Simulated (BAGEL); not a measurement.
# One shape, several levels: doublet C6H7N+

Aim: a comparison of 4 runs (UHF/STO-3G, UHF/3-21G, ROHF/6-31G*, UHF/6-31G*) of doublet C6H7N+. 

The calculation is run with BAGEL 1.2.2.

### Step 1. Starting point

C6H7N+: 14 atoms, total charge +1, spin state doublet. SMILES of the parent species: `Nc1ccccc1`. The shape is that of a PBE0-D4/def2-TZVP optimisation. This is one conformer, not always the lowest. That shape belongs to the parent species and isn't relaxed for this state.

Bond lengths: N1–C2 1.386 Å, C2–C3 1.396 Å, C3–C4 1.384 Å, C4–C5 1.387 Å, C5–C6 1.387 Å, C2–C7 1.396 Å, C6–C7 1.384 Å, N1–H8 1.007 Å, N1–H9 1.007 Å, C3–H10 1.085 Å, C4–H11 1.084 Å, C5–H12 1.083 Å, C6–H13 1.084 Å, C7–H14 1.085 Å. Some angles: N1–C2–C3 120.7°, N1–C2–C7 120.7°, C3–C2–C7 118.5°, C2–C3–C4 120.5°, C3–C4–C5 120.8°, C4–C5–C6 118.8°, C5–C6–C7 120.8°, C2–C7–C6 120.5°, C2–N1–H8 115.4°, C2–N1–H9 115.4°.

### Step 2. A single-point energy at UHF/STO-3G (density fitting with cc-pvqz-jkfit) (run 1)

Input file input.json:

```json
{ "bagel" : [

{
  "title" : "molecule",
  "basis" : "sto-3g",
  "df_basis" : "cc-pvqz-jkfit",
  "angstrom" : "true",
  "geometry" : [
    { "atom" : "N", "xyz" : [       0.437310,      -1.381930,       1.794000 ] },
    { "atom" : "C", "xyz" : [       0.173490,      -0.551970,       0.715760 ] },
    { "atom" : "C", "xyz" : [       0.556800,      -0.917420,      -0.575920 ] },
    { "atom" : "C", "xyz" : [       0.341500,      -0.061170,      -1.641600 ] },
    { "atom" : "C", "xyz" : [      -0.257250,       1.175610,      -1.449820 ] },
    { "atom" : "C", "xyz" : [      -0.639040,       1.542340,      -0.167370 ] },
    { "atom" : "C", "xyz" : [      -0.428230,       0.693420,       0.905060 ] },
    { "atom" : "H", "xyz" : [       0.543660,      -2.357740,       1.571120 ] },
    { "atom" : "H", "xyz" : [      -0.142870,      -1.235000,       2.603310 ] },
    { "atom" : "H", "xyz" : [       1.030440,      -1.880280,      -0.739580 ] },
    { "atom" : "H", "xyz" : [       0.646280,      -0.367520,      -2.636210 ] },
    { "atom" : "H", "xyz" : [      -0.424590,       1.842540,      -2.286530 ] },
    { "atom" : "H", "xyz" : [      -1.109740,       2.504160,       0.003940 ] },
    { "atom" : "H", "xyz" : [      -0.727770,       0.994960,       1.903850 ] }
  ]
},

{
  "title" : "uhf",
  "charge" : 1,
  "nopen" : 1
},

{
  "title" : "print",
  "file" : "orbitals.molden",
  "orbitals" : "true"
}

]}
```

Launch:

```bash
$ BAGEL_NUM_THREADS=1 BAGEL input.json > input.out
```

Log:

```text
* using 1 threads per process

  ===============================================================
  ===============================================================

  *** Geometry ***

  { "atom" : "N", "xyz" : [      0.826396,     -2.611469,      3.390169 ] },
  { "atom" : "C", "xyz" : [      0.327849,     -1.043072,      1.352590 ] },
  { "atom" : "C", "xyz" : [      1.052200,     -1.733673,     -1.088331 ] },
  { "atom" : "C", "xyz" : [      0.645341,     -0.115595,     -3.102174 ] },
  { "atom" : "C", "xyz" : [     -0.486132,      2.221581,     -2.739763 ] },
  { "atom" : "C", "xyz" : [     -1.207611,      2.914600,     -0.316283 ] },
[... 6 lines of this table left out ...]
  { "atom" : "H", "xyz" : [     -2.097105,      4.732177,      0.007446 ] },
  { "atom" : "H", "xyz" : [     -1.375286,      1.880202,      3.597755 ] },

  Number of auxiliary basis functions:     1099

  Since a DF basis is specified, we compute 2- and 3-index integrals:
    o Being stored without compression. Storage requirement is 0.016 GB

  Number of basis functions:       42
  Number of electrons      :       50

    * METHOD: MOLECULE                             1.63

  *** Open-shell HF ***

  === Nuclear Repulsion ===
   272.7147841561

      * DIIS with orbital gradients will be used.

  === UHF iteration (sto-3g) ===
      0       -281.93851480          0.01791546           0.27
      1       -282.00748104          0.00568578           0.26
      2       -282.01601357          0.00237325           0.27
      3       -282.01906462          0.00078210           0.27
      4       -282.02207177          0.00062922           0.26
      5       -282.02300037          0.00062396           0.27
[... 22 lines of this table left out ...]
     28       -282.03863607          0.00000001           0.27
     29       -282.03863607          0.00000001           0.28
    * SCF iteration converged.

    * S^2 (UHF) is 1.4186

    * Permanent dipole moment:
           (    0.025825,     1.399575,    -1.505165) a.u.

    * METHOD: UHF                                  8.32

    * METHOD: PRINT                                0.01

  ===============================================================
```

It took 10 s on 1 thread of Arm Neoverse V1, shared host; peak memory 0.14 GiB.

### Step 3. The energy at UHF/3-21G (density fitting with cc-pvqz-jkfit) (run 2)

Input file input.json:

```json
{ "bagel": [

{
  "title": "molecule",
  "basis": "3-21g",
  "df_basis": "cc-pvqz-jkfit",
  "angstrom": true,
  "geometry": [
    { "atom": "N", "xyz": [    0.437310,   -1.381930,    1.794000 ] },
    { "atom": "C", "xyz": [    0.173490,   -0.551970,    0.715760 ] },
    { "atom": "C", "xyz": [    0.556800,   -0.917420,   -0.575920 ] },
    { "atom": "C", "xyz": [    0.341500,   -0.061170,   -1.641600 ] },
    { "atom": "C", "xyz": [   -0.257250,    1.175610,   -1.449820 ] },
    { "atom": "C", "xyz": [   -0.639040,    1.542340,   -0.167370 ] },
    { "atom": "C", "xyz": [   -0.428230,    0.693420,    0.905060 ] },
    { "atom": "H", "xyz": [    0.543660,   -2.357740,    1.571120 ] },
    { "atom": "H", "xyz": [   -0.142870,   -1.235000,    2.603310 ] },
    { "atom": "H", "xyz": [    1.030440,   -1.880280,   -0.739580 ] },
    { "atom": "H", "xyz": [    0.646280,   -0.367520,   -2.636210 ] },
    { "atom": "H", "xyz": [   -0.424590,    1.842540,   -2.286530 ] },
    { "atom": "H", "xyz": [   -1.109740,    2.504160,    0.003940 ] },
    { "atom": "H", "xyz": [   -0.727770,    0.994960,    1.903850 ] }
  ]
},
{ "title": "uhf", "charge": 1, "nopen": 1 },
{ "title": "print", "file": "orbitals.molden", "orbitals": true }

]}
```

Launch:

```bash
$ BAGEL_NUM_THREADS=1 BAGEL input.json > input.out
```

Log:

```text
* using 1 threads per process

  ===============================================================
  ===============================================================

  *** Geometry ***

  { "atom" : "N", "xyz" : [      0.826396,     -2.611469,      3.390169 ] },
  { "atom" : "C", "xyz" : [      0.327849,     -1.043072,      1.352590 ] },
  { "atom" : "C", "xyz" : [      1.052200,     -1.733673,     -1.088331 ] },
  { "atom" : "C", "xyz" : [      0.645341,     -0.115595,     -3.102174 ] },
  { "atom" : "C", "xyz" : [     -0.486132,      2.221581,     -2.739763 ] },
  { "atom" : "C", "xyz" : [     -1.207611,      2.914600,     -0.316283 ] },
[... 6 lines of this table left out ...]
  { "atom" : "H", "xyz" : [     -2.097105,      4.732177,      0.007446 ] },
  { "atom" : "H", "xyz" : [     -1.375286,      1.880202,      3.597755 ] },

  Number of auxiliary basis functions:     1099

  Since a DF basis is specified, we compute 2- and 3-index integrals:
    o Being stored without compression. Storage requirement is 0.052 GB

  Number of basis functions:       77
  Number of electrons      :       50

    * METHOD: MOLECULE                             1.65

  *** Open-shell HF ***

  === Nuclear Repulsion ===
   272.7147841561

      * DIIS with orbital gradients will be used.

  === UHF iteration (3-21g) ===
      0       -283.76503109          0.02677884           0.50
      1       -283.87277673          0.00933289           0.51
      2       -283.88444965          0.00489548           0.51
      3       -283.88843969          0.00107856           0.50
      4       -283.89049913          0.00045867           0.51
      5       -283.89135010          0.00041097           0.51
[... 26 lines of this table left out ...]
     32       -283.89774799          0.00000001           0.51
     33       -283.89774799          0.00000000           0.51
    * SCF iteration converged.

    * S^2 (UHF) is 1.1642

    * Permanent dipole moment:
           (    0.167182,     1.127508,    -1.115209) a.u.

    * METHOD: UHF                                 17.82

    * METHOD: PRINT                                0.02

  ===============================================================
```

Run time: 20 s. Hardware: 1 thread of Arm Neoverse V1, shared host; peak memory 0.23 GiB.

Run 3 isn't shown in full; the table further down has it.

### Step 4. A single-point energy at UHF/6-31G(d) (density fitting with cc-pvqz-jkfit, spherical functions) (run 4)

Input file hf.json:

```json
{ "bagel": [

{
  "title": "molecule",
  "basis": "6-31gs.json",
  "df_basis": "cc-pvqz-jkfit",
  "angstrom": "true",
  "geometry": [
    { "atom": "N", "xyz": [       0.437310,      -1.381930,       1.794000 ] },
    { "atom": "C", "xyz": [       0.173490,      -0.551970,       0.715760 ] },
    { "atom": "C", "xyz": [       0.556800,      -0.917420,      -0.575920 ] },
    { "atom": "C", "xyz": [       0.341500,      -0.061170,      -1.641600 ] },
    { "atom": "C", "xyz": [      -0.257250,       1.175610,      -1.449820 ] },
    { "atom": "C", "xyz": [      -0.639040,       1.542340,      -0.167370 ] },
    { "atom": "C", "xyz": [      -0.428230,       0.693420,       0.905060 ] },
    { "atom": "H", "xyz": [       0.543660,      -2.357740,       1.571120 ] },
    { "atom": "H", "xyz": [      -0.142870,      -1.235000,       2.603310 ] },
    { "atom": "H", "xyz": [       1.030440,      -1.880280,      -0.739580 ] },
    { "atom": "H", "xyz": [       0.646280,      -0.367520,      -2.636210 ] },
    { "atom": "H", "xyz": [      -0.424590,       1.842540,      -2.286530 ] },
    { "atom": "H", "xyz": [      -1.109740,       2.504160,       0.003940 ] },
    { "atom": "H", "xyz": [      -0.727770,       0.994960,       1.903850 ] }
  ]
},

{
  "title": "uhf",
  "charge": 1,
  "nopen": 1
},

{
  "title": "print",
  "file": "orbitals.molden",
  "orbitals": "true"
}

]}
```

The basis set 6-31G* is read from a file made from the Basis Set Exchange's data (not shown).

Launch:

```bash
$ BAGEL_NUM_THREADS=1 BAGEL hf.json > hf.out
```

Log:

```text
* using 1 threads per process

  ===============================================================
  ===============================================================

  *** Geometry ***

  { "atom" : "N", "xyz" : [      0.826396,     -2.611469,      3.390169 ] },
  { "atom" : "C", "xyz" : [      0.327849,     -1.043072,      1.352590 ] },
  { "atom" : "C", "xyz" : [      1.052200,     -1.733673,     -1.088331 ] },
  { "atom" : "C", "xyz" : [      0.645341,     -0.115595,     -3.102174 ] },
  { "atom" : "C", "xyz" : [     -0.486132,      2.221581,     -2.739763 ] },
  { "atom" : "C", "xyz" : [     -1.207611,      2.914600,     -0.316283 ] },
[... 6 lines of this table left out ...]
  { "atom" : "H", "xyz" : [     -2.097105,      4.732177,      0.007446 ] },
  { "atom" : "H", "xyz" : [     -1.375286,      1.880202,      3.597755 ] },

  Number of auxiliary basis functions:     1099

  Since a DF basis is specified, we compute 2- and 3-index integrals:
    o Being stored without compression. Storage requirement is 0.110 GB

  Number of basis functions:      112
  Number of electrons      :       50

    * METHOD: MOLECULE                             1.92

  *** Open-shell HF ***

  === Nuclear Repulsion ===
   272.7147841561

      * DIIS with orbital gradients will be used.

  === UHF iteration (6-31gs.json) ===
      0       -285.31270871          0.02435838           0.79
      1       -285.45682591          0.00975012           0.77
      2       -285.47499359          0.00537344           0.77
      3       -285.48206815          0.00099328           0.77
      4       -285.48395568          0.00031429           0.77
      5       -285.48481745          0.00022977           0.77
[... 24 lines of this table left out ...]
     30       -285.49036436          0.00000001           0.79
     31       -285.49036436          0.00000001           0.79
    * SCF iteration converged.

    * S^2 (UHF) is 1.1307

    * Permanent dipole moment:
           (    0.193416,     0.888324,    -0.837599) a.u.

    * METHOD: UHF                                 26.13

    * METHOD: PRINT                                0.03

  ===============================================================
```

Run time: 29 s. Hardware: 1 thread of Arm Neoverse V1, shared host; peak memory 0.35 GiB.

### Step 5. The series

```tsv
run	level	energy (Eh)	⟨S²⟩	wall time
1	UHF/STO-3G (density fitting with cc-pvqz-jkfit)	-282.038636	1.419	10 s
2	UHF/3-21G (density fitting with cc-pvqz-jkfit)	-283.897748	1.164	20 s
3	ROHF/6-31G* (density fitting with cc-pvqz-jkfit, spherical functions)	-285.470553	0.750	20 s
4	UHF/6-31G* (density fitting with cc-pvqz-jkfit, spherical functions)	-285.490364	1.131	29 s
```

### Step 6. Outcome

| quantity | value |
| --- | --- |
| run 4: total energy | -285.49036 Eh |
| run 4: ⟨S²⟩ | 1.131 |

In run 1 the basis is minimal, so the values are rough. Spin contamination of the reference: run 1 ⟨S²⟩ = 1.42, run 2 ⟨S²⟩ = 1.16, run 4 ⟨S²⟩ = 1.13. Where it is this large, the reference is a mixture of spin states, and values that rest on it are in doubt. All runs together took 79 s, the longest 29 s.
